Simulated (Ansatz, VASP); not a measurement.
## One calculation of Ge, two programs

```
Ge
1.0
    -1.29613    1.29613    1.29613
     1.29613   -1.29613    1.29613
     1.29613    1.29613   -1.29613
Ge
1
Direct
  0.00000 0.00000 0.00000
```

Change from the starting cell: volume scaled by 0.45, norm-conserving files.

Alike in both runs: task single point; functional PBE; k mesh 16 × 16 × 16; occupations fermi-dirac, width 0.08 eV; no spin polarisation.

```csv
,VASP,Ansatz
version,VASP 6.6.1,Ansatz 0.2.0
potentials or method,"VASP PAW PBE potentials, release 64 (Ge_d)","norm-conserving pseudopotentials, scalar-relativistic"
plane-wave cutoff (eV),520,1061
valence electrons in the cell,14,14
```

|  | VASP | Ansatz | Ansatz less VASP |
| --- | --- | --- | --- |
| pressure (GPa) | 313.6 | 312.4 | -1.25 |

Caveats: the cell as given lies far from equilibrium; so large a pressure means that the cell lies far from this level's equilibrium, or that cutoff or potentials fall short (VASP).
